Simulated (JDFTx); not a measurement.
The system is Au.

```
Au
1.0
     0.00000    2.03500    2.03500
     2.03500    0.00000    2.03500
     2.03500    2.03500    0.00000
Au
1
Direct
  0.00000 0.00000 0.00000
```

- Program: JDFTx 1.7.0 (patched build)
- Task: single point
- Functional: PBE
- Potentials or basis: PseudoDojo-SR-PBE-0.5-standard
- Cutoff: 1034 eV
- Density cutoff: 4136 eV
- k mesh: 11 × 11 × 11
- Occupations: fermi-dirac, width 0.05 eV
- Spin: no spin polarisation

On this cell: pressure 10.3 GPa; band gap on the k mesh none (metal or under the smearing width).

The same run follows on a disturbed copy (cell strained at random at fixed volume):

```
CELL_PARAMETERS angstrom
0.05952 2.03278 2.02390
2.06284 0.03015 2.05328
2.07413 2.07344 0.01886
ATOMIC_POSITIONS crystal
Au 0.99810 0.99583 0.01853
```

**Question.** What changes?

**Answer.** The energy (extrapolated to zero smearing) moves by +6.6 meV/atom; pressure 10.6 GPa; band gap on the k mesh none (metal or under the smearing width).

Stress tensor (GPa, compression positive):
```
10.68 -2.18 -1.61
-2.18 10.52  0.26
-1.61  0.26 10.46
```
